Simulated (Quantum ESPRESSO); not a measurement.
# Ba under changes of volume

One of the cells (62.989 Å³/atom); the others are scaled copies at fixed shape and fractional positions:

```
Ba
1.0
    -2.50650    2.50650    2.50650
     2.50650   -2.50650    2.50650
     2.50650    2.50650   -2.50650
Ba
1
Direct
  0.00000 0.00000 0.00000
```

- Program: Quantum ESPRESSO 7.5
- Functional: r2SCAN
- Potentials or basis: SG15 PBE 1.2
- Cutoff: 599 eV
- Density cutoff: 2395 eV
- k mesh: 6 × 6 × 6
- Occupations: fermi-dirac, width 0.05 eV
- Spin: no spin polarisation

```tsv
volume (Å³/atom)	energy over the lowest point (meV/atom)	pressure (GPa)
59.209	?	?
60.469	11.38	0.7
61.729	6.23	0.5
62.989	2.71	0.3
64.249	0.68	0.2
65.508	0.00	0.0
66.768	0.58	-0.2
```

Question: What does the run at 59.209 Å³/atom give?

Answer: Energy over the lowest point 18.33 meV/atom; pressure 1.0 GPa.

Worked out: A Birch-Murnaghan fit of order 3 (a polynomial in V^(-2/3)) to the other rows has its minimum at 65.54 Å³/atom with B0 = V·E''(V) = 8.2 GPa and B' = 3.6. It gives 18.30 meV/atom at 59.209 Å³/atom, against the run's 18.33, and -dE/dV = 1.0 GPa, against 1.0.

Energies are extrapolated to zero smearing.

Caveats: the potentials were made for another functional, which shifts forces and pressure.
